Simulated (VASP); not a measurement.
# ScAl3 (Pm-3m) in VASP: a series of runs

The runs below take ScAl3 through relaxation of cell and atoms, with optB88-vdW, vdW-DF-cx.

Program: VASP 6.6.1. These are calculated values, not measurements. Logs are shortened: lines on timing, memory, paths and dates and some standing lists are left out, and cuts for length are marked.

## (1) The crystal as given

Symmetry: Pm-3m, No. 221, cubic system. Conventional cell: a = 4.088 Å, b = 4.088 Å, c = 4.088 Å, α = 90.00°, β = 90.00°, γ = 90.00°. Sc (site symmetry m-3m) is surrounded by 12 Al at 2.89 Å. Around Al (site symmetry 4/mmm) lie 4 Sc at 2.89 Å and 8 Al at 2.89 Å.

The cell is a database's computed one.

## (2) Relaxation of cell and atoms, optB88-vdW

The input, INCAR:

```
SYSTEM = ScAl3
AGGAC = 0.0
ALGO = Fast
EDIFF = 1E-7
EDIFFG = -0.01
ENCUT = 600
GGA = BO
IBRION = 2
ISIF = 3
ISMEAR = -1
LASPH = .True.
LCHARG = .False.
LREAL = .False.
LUSE_VDW = .True.
LWAVE = .False.
NELM = 60
NSW = 40
PARAM1 = 0.1833333333
PARAM2 = 0.22
PREC = Accurate
SIGMA = 0.05
```

The input, KPOINTS:

```
k-points
0
Gamma
  7 7 7
  0 0 0
```

The input, POSCAR:

```
ScAl3
1.0
    4.0878065700      0.0000000000      0.0000000000
    0.0000000000      4.0878065700      0.0000000000
    0.0000000000      0.0000000000      4.0878065700
Sc Al
1 3
Direct
    0.0000000000      0.0000000000      0.0000000000
    0.5000000000      0.5000000000      0.0000000000
    0.0000000000      0.5000000000      0.5000000000
    0.5000000000      0.0000000000      0.5000000000
```

Potentials or basis: VASP PAW PBE potentials, release 64 (Sc_sv, Al).

Command:

```console
$ cat potpaw_PBE.64/Sc_sv/POTCAR potpaw_PBE.64/Al/POTCAR > POTCAR
$ mpirun -np 1 vasp_std > vasp.out
```

OUTCAR:

```text
SYSTEM = ScAl3
   EDIFF = 1E-7
   EDIFFG = -0.01
   ENCUT = 600
   GGA = BO
   IBRION = 2
   ISIF = 3
   ISMEAR = -1
   LASPH = .True.
   LREAL = .False.
   NELM = 60
   NSW = 40
   PREC = Accurate

 ion  position               nearest neighbor table
   1  0.000  0.000  0.000-   2 2.89   3 2.89   4 2.89   3 2.89   4 2.89   2 2.89   3 2.89   3 2.89
                             2 2.89   4 2.89   4 2.89   2 2.89
   2  0.500  0.500  0.000-   1 2.89   3 2.89   4 2.89   3 2.89   4 2.89   1 2.89   4 2.89   4 2.89
                             1 2.89   3 2.89   3 2.89   1 2.89
   3  0.000  0.500  0.500-   1 2.89   2 2.89   4 2.89   1 2.89   2 2.89   1 2.89   4 2.89   1 2.89
                             2 2.89   4 2.89   2 2.89   4 2.89
   4  0.500  0.000  0.500-   1 2.89   2 2.89   3 2.89   1 2.89   2 2.89   2 2.89   3 2.89   2 2.89
                             1 2.89   3 2.89   1 2.89   3 2.89

  LATTYP: Found a simple cubic cell.
 ALAT       =     4.0878065700

  Lattice vectors:

 A1 = (   4.0878065700,   0.0000000000,   0.0000000000)
 A2 = (   0.0000000000,   4.0878065700,   0.0000000000)
 A3 = (   0.0000000000,   0.0000000000,   4.0878065700)

Analysis of symmetry for initial positions (statically):
=====================================================================
 Subroutine PRICEL returns:
 Original cell was already a primitive cell.

 Routine SETGRP: Setting up the symmetry group for a
 simple cubic supercell.

 Subroutine GETGRP returns: Found 48 space group operations
 (whereof 48 operations were pure point group operations)
 out of a pool of 48 trial point group operations.

The static configuration has the point symmetry O_h .

Analysis of symmetry for dynamics (positions and initial velocities):
=====================================================================
 Subroutine PRICEL returns:
 Original cell was already a primitive cell.

 Routine SETGRP: Setting up the symmetry group for a
 simple cubic supercell.

 Subroutine GETGRP returns: Found 48 space group operations
 (whereof 48 operations were pure point group operations)
 out of a pool of 48 trial point group operations.

The dynamic configuration has the point symmetry O_h .

 Subroutine INISYM returns: Found 48 space group operations
 (whereof 48 operations are pure point group operations),
 and found     1 'primitive' translations

----------------------------------------------------------------------------------------

                                     Primitive cell

  volume of cell :      68.3079

  direct lattice vectors                    reciprocal lattice vectors
     4.087806570  0.000000000  0.000000000     0.244629970  0.000000000  0.000000000
     0.000000000  4.087806570  0.000000000     0.000000000  0.244629970  0.000000000
     0.000000000  0.000000000  4.087806570     0.000000000  0.000000000  0.244629970

  length of vectors
     4.087806570  4.087806570  4.087806570     0.244629970  0.244629970  0.244629970

  position of ions in fractional coordinates (direct lattice)
     0.000000000  0.000000000  0.000000000
     0.500000000  0.500000000  0.000000000
     0.000000000  0.500000000  0.500000000
     0.500000000  0.000000000  0.500000000

  ion indices of the primitive-cell ions
   primitive index   ion index
                 1           1
                 2           2
                 3           3
                 4           4

----------------------------------------------------------------------------------------

 KPOINTS: k-points

Automatic generation of k-mesh.
 Grid dimensions read from file:
 generate k-points for:    7    7    7

 Generating k-lattice:

  Cartesian coordinates                     Fractional coordinates (reciprocal lattice)
     0.034947139  0.000000000  0.000000000     0.142857143  0.000000000  0.000000000
     0.000000000  0.034947139  0.000000000     0.000000000  0.142857143  0.000000000
     0.000000000  0.000000000  0.034947139     0.000000000  0.000000000  0.142857143

  Length of vectors
     0.034947139  0.034947139  0.034947139

  Shift w.r.t. Gamma in fractional coordinates (k-lattice)
     0.000000000  0.000000000  0.000000000

 Subroutine IBZKPT returns following result:
 ===========================================

 Found     20 irreducible k-points:

 Following reciprocal coordinates:
            Coordinates               Weight
  0.000000  0.000000  0.000000      1.000000
  0.142857  0.000000  0.000000      6.000000
  0.285714  0.000000  0.000000      6.000000
  0.428571  0.000000  0.000000      6.000000
  0.142857  0.142857  0.000000     12.000000
  0.285714  0.142857  0.000000     24.000000
[... 12 lines left out ...]
  0.428571  0.428571  0.285714     24.000000
  0.428571  0.428571  0.428571      8.000000
   k-points           NKPTS =     20   k-points in BZ     NKDIM =     20   number of bands    NBANDS=     14
   number of dos      NEDOS =    301   number of ions     NIONS =      4
   total plane-waves  NPLWV =  46656
   dimension x,y,z NGX =    36 NGY =   36 NGZ =   36
   dimension x,y,z NGXF=    72 NGYF=   72 NGZF=   72
   ions per type =               1   3
   NGX,Y,Z   is equivalent  to a cutoff of  14.64, 14.64, 14.64 a.u.
   NGXF,Y,Z  is equivalent  to a cutoff of  29.28, 29.28, 29.28 a.u.
 SYSTEM =  ScAl3
   PREC   = accura    normal or accurate (medium, high low for compatibility)
   ISTART =      0    job   : 0-new  1-cont  2-samecut
   ICHARG =      2    charge: 1-file 2-atom 10-const
   ISPIN  =      1    spin polarized calculation?
   LNONCOLLINEAR =      F non collinear calculations
   LSORBIT =      F    spin-orbit coupling
   LASPH  =      T    aspherical Exc in radial PAW
   ENCUT  =  600.0 eV  44.10 Ry    6.64 a.u.   8.16  8.16  8.16*2*pi/ulx,y,z
   NELM   =     60;   NELMIN=  2; NELMDL= -5     # of ELM steps
   EDIFF  = 0.1E-06   stopping-criterion for ELM
   LREAL  =      F    real-space projection
   EDIFFG = -.1E-01   stopping-criterion for IOM
   NSW    =     40    number of steps for IOM
   IBRION =      2    ionic relax: 0-MD 1-quasi-New 2-CG
   NFREE  =      1    steps in history (QN), initial steepest desc. (CG)
   ISIF   =      3    stress and relaxation
   ISYM   =      2    0-nonsym 1-usesym 2-fastsym
   POTIM  = 0.5000    time-step for ionic-motion
   TEBEG  =    0.0;   TEEND  =   0.0 temperature during run
   PSTRESS=    0.0 pullay stress
   NELECT =      20.0000    total number of electrons
   NUPDOWN=      -1.0000    fix difference up-down
   EMIN   =  10.00;   EMAX   =-10.00  energy-range for DOS
   EFERMI =   0.00;   METHOD = LEGACY
   ISMEAR =    -1;   SIGMA  =   0.05  broadening in eV -4-tet -1-fermi 0-gaus
   EFERMI_NEDOS =   21; number of points for ismear=-14 and -15
   IALGO  =     68    algorithm
   IMIX   =      4    mixing-type and parameters
     AMIX     =   0.40;   BMIX     =  1.00
     AMIX_MAG =   1.60;   BMIX_MAG =  1.00
  volume/ion in A,a.u.               =      17.08       115.24
  Fermi-wavevector in a.u.,A,eV,Ry     =   1.087079  2.054282 16.078563  1.181741
  Thomas-Fermi vector in A             =   2.223230
   LORBIT       =      0    0 simple, 1 ext, 2 COOP (PROOUT), +10 PAW based schemes
   GGA     = BO    functional components
   LHFCALC =     F    Hartree Fock is set to
   AEXX    =    0.0000 exact exchange contribution
   IVDW_NL    =     1    kernel type
   BPARAM     = 6.3000
   IVDW    =     0    specifies the selected vdW correction
   LEPSILON=     F    determine dielectric tensor
   LRPA    =     F    only Hartree local field effects (RPA)
 conjugate gradient relaxation of ions
 non-spin polarized calculation
 RMM-DIIS sequential band-by-band and
  energy-cutoff  :      600.00
  volume of cell :       68.31
 maximum number of plane-waves:      2301
 NGX is ok and might be reduce to    36
   NGX = 17   NGY = 17   NGZ = 17

--------------------------------------- Ionic step        1  -------------------------------------------

 number of electron      20.0000002 magnetization

 Free energy of the ion-electron system (eV)
  ---------------------------------------------------
  ext. energy  EPLUGINS =         0.00000000
  ---------------------------------------------------
  free energy    TOTEN  =       -12.17088094 eV

  energy without entropy =      -12.15863884  energy(sigma->0) =      -12.16475989

------------------------ aborting loop because EDIFF is reached ----------------------------------------

  FORCE on cell =-STRESS in cart. coord.  units (eV):
  Direction    XX          YY          ZZ          XY          YZ          ZX
  --------------------------------------------------------------------------------------
  -------------------------------------------------------------------------------------
  Total        0.3770812      0.3770812      0.3770812      0.0000000      0.0000000      0.0000000
  in kB        8.8445238      8.8445238      8.8445238      0.0000000      0.0000000      0.0000000
  external PRESSURE =       8.8445238 kB  Pullay stress =       0.0000000 kB

 VOLUME and BASIS-vectors are now :
 -----------------------------------------------------------------------------
  energy-cutoff  :      600.00
  volume of cell :       68.31
      direct lattice vectors                 reciprocal lattice vectors
     4.087806570  0.000000000  0.000000000     0.244629970  0.000000000  0.000000000
     0.000000000  4.087806570  0.000000000     0.000000000  0.244629970  0.000000000
     0.000000000  0.000000000  4.087806570     0.000000000  0.000000000  0.244629970
[... 50 lines left out ...]
  FREE ENERGIE OF THE ION-ELECTRON SYSTEM (eV)
  ---------------------------------------------------
  free  energy   TOTEN  =       -12.1725254154 eV

  energy  without entropy=      -12.1601904564  energy(sigma->0) =      -12.16635794

Total vdW correction in eV:      3.3738529

--------------------------------------- Ionic step        3  -------------------------------------------

 number of electron      20.0000001 magnetization

 Free energy of the ion-electron system (eV)
  ---------------------------------------------------
  ext. energy  EPLUGINS =         0.00000000
  ---------------------------------------------------
  free energy    TOTEN  =       -12.17275841 eV

  energy without entropy =      -12.16045075  energy(sigma->0) =      -12.16660458

 E-fermi :   7.0212     XC(G=0): -10.3976

 val. band max:        6.9583030496   @ k =   0.4286   0.4286   0.1429
 cond. band min:       7.0953557558   @ k =   0.2857   0.2857   0.0000
 fundamental gap:      0.1370527062
 Fermi energy:         7.0211519022

 k-point     1 :       0.0000    0.0000    0.0000
  band No.  band energies     occupation
      1     -41.8812      2.00000
      2     -20.6758      2.00000
      3     -20.6758      2.00000
      4     -20.6758      2.00000
      5      -2.8368      2.00000
      6       4.5091      2.00000
      7       4.5091      2.00000
      8       5.3063      2.00000
      9       5.3063      2.00000
     10       5.3063      2.00000
     11       8.3604      0.00000
     12       8.3604      0.00000
     13       8.3604      0.00000
     14       8.5796      0.00000

 k-point     2 :       0.1429    0.0000    0.0000
  band No.  band energies     occupation
      1     -41.8810      2.00000
      2     -20.6814      2.00000
      3     -20.6753      2.00000
      4     -20.6753      2.00000
      5      -2.6511      2.00000
      6       3.2497      2.00000
      7       4.6576      2.00000
      8       5.3280      2.00000
      9       5.3280      2.00000
     10       6.1397      2.00000
[... 330 lines left out ...]
 POSITION                                       TOTAL-FORCE (eV/Angst)
 -----------------------------------------------------------------------------------
      0.00000      0.00000      0.00000        -0.000000      0.000000      0.000000
      2.05074      2.05074     -0.00000         0.000000      0.000000      0.000000
     -0.00000      2.05074      2.05074         0.000000      0.000000      0.000000
      2.05074     -0.00000      2.05074         0.000000      0.000000      0.000000
 -----------------------------------------------------------------------------------
    total drift:                                0.000000     -0.000000     -0.000000

  FREE ENERGIE OF THE ION-ELECTRON SYSTEM (eV)
  ---------------------------------------------------
  free  energy   TOTEN  =       -12.1727584121 eV

  energy  without entropy=      -12.1604507518  energy(sigma->0) =      -12.16660458

Total vdW correction in eV:      3.3694785

 reached required accuracy - stopping structural energy minimisation
```

Wall time 5 min (1 thread of Intel Xeon 6975P-C (Granite Rapids), shared host); peak memory 0.48 GiB.

Results:

| Quantity | Value |
| --- | --- |
| Free energy | -12.1728 eV |
| Relaxed volume | 17.25 Å³/atom |
| Relaxed cell | a = 4.101 Å, b = 4.101 Å, c = 4.101 Å, α = 90.00°, β = 90.00°, γ = 90.00° |
| Space group after relaxing (to 0.05 Å) | Pm-3m (No. 221) |
| Energy gained by relaxing | 0.5 meV/atom |
| Ionic steps | 3 |
| Pressure after relaxing | 0.0 GPa |
| Band gap on the k mesh | none (metal or under the smearing width) |

The path:
```tsv
step	energy change (eV)	largest force (eV/Å)	pressure (GPa)	volume (Å³)
1	0.0000	0.0000	0.88	68.31
2	-0.0016	0.0000	-0.31	69.24
3	-0.0019	0.0000	0.01	69.00
```

Final structure:
```
CELL_PARAMETERS angstrom
4.10148 0.00000 0.00000
0.00000 4.10148 0.00000
0.00000 0.00000 4.10148
ATOMIC_POSITIONS crystal
Sc 0.00000 0.00000 0.00000
Al 0.50000 0.50000 0.00000
Al 0.00000 0.50000 0.50000
Al 0.50000 0.00000 0.50000
```

Levels at points of the mesh, in eV from the Fermi level:
```tsv
k point	band 7	band 8	band 9	band 10	band 11	band 12	band 13	band 14
(0.00, 0.00, 0.00)	-2.51	-1.71	-1.71	-1.71	1.34	1.34	1.34	1.56
```

Caveat: the PAW data sets were made with another functional, which shifts forces and pressure a little.

(Continued in part 2 of 2.)
